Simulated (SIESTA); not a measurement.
Here is a SIESTA 5.4.2 calculation.

MgO2.fdf

```
SystemName                      MgO2
SystemLabel                     MgO2
NumberOfSpecies                 2
NumberOfAtoms                   3
%block ChemicalSpeciesLabel
  1  12 Mg
  2   8 O
%endblock ChemicalSpeciesLabel

LatticeConstant                 1.0 Ang
%block LatticeVectors
     1.6047610160     0.9265092046     3.4939788749
    -1.6047610160     0.9265092046     3.4939788749
     0.0000000000    -1.8530184092     3.4939788749
%endblock LatticeVectors
AtomicCoordinatesFormat         Fractional
%block AtomicCoordinatesAndAtomicSpecies
     0.0000000000     0.0000000000     0.0000000000  1  Mg
     0.5712140000     0.5712140000     0.5712140000  2  O
     0.4287860000     0.4287860000     0.4287860000  2  O
%endblock AtomicCoordinatesAndAtomicSpecies

%block kgrid.MonkhorstPack
   10   0   0  0.0
    0  10   0  0.0
    0   0  10  0.0
%endblock kgrid.MonkhorstPack
XC.Functional                   LDA
XC.Authors                      PW92
PAO.BasisSize                   DZP
PAO.EnergyShift                 0.003 Ry
Mesh.Cutoff                     800 Ry
OccupationFunction              FD
ElectronicTemperature           0.05 eV
MaxSCFIterations                120
SCF.MustConverge                false
SCF.Mixer.Method                Pulay
SCF.Mixer.Weight                0.25
SCF.Mixer.History               8
SCF.DM.Tolerance                5.0e-05
SCF.H.Tolerance                 1.0e-03 eV
WriteForces                     true
Charge.Mulliken                 end
BandLinesScale                  ReciprocalLatticeVectors
%block BandLines
    1    0.000000   0.000000   0.000000  \Gamma
   12    0.500000   0.000000   0.000000  L
    8    0.500000   0.213545  -0.213545  B1
    1    0.786455   0.500000   0.213545  B
   11    0.500000   0.500000   0.500000  Z
    9    0.000000   0.000000   0.000000  \Gamma
   14    0.356772   0.000000  -0.356772  X
    1    0.643228   0.356772   0.000000  Q
    6    0.500000   0.500000   0.000000  F
    3    0.643228   0.643228   0.213545  P1
   10    0.500000   0.500000   0.500000  Z
    1    0.500000   0.000000   0.000000  L
    6    0.786455   0.356772   0.356772  P
%endblock BandLines
%block PAO.Basis
  Mg 4
  n=2 0 2
    2.614 0.000
  n=3 0 2
    8.196 0.000
  n=2 1 2
    2.949 0.000
  n=3 1 1
    8.196
%endblock PAO.Basis
```

Potentials or basis: PseudoDojo 0.4 standard (LDA files), DZP (energy shift 0.003 Ry; two zetas on semicore shells).

Launch:

```sh
$ siesta MgO2.fdf > MgO2.out 2>&1
```

**Question.** Predict the band gap on the k mesh.

**Answer.** 2.08 eV, direct.

**Question.** Predict the band gap along the path.

**Answer.** 2.08 eV, direct.

**Question.** Estimate the largest force.

**Answer.** 0.222 eV/Å.

Stress tensor (GPa, compression positive):
```
 -4.86   0.00   0.00
  0.00  -4.86   0.00
  0.00   0.00 -10.84
```

Caveat: the basis of atomic orbitals isn't converged, which shifts pressures, moduli and gaps.
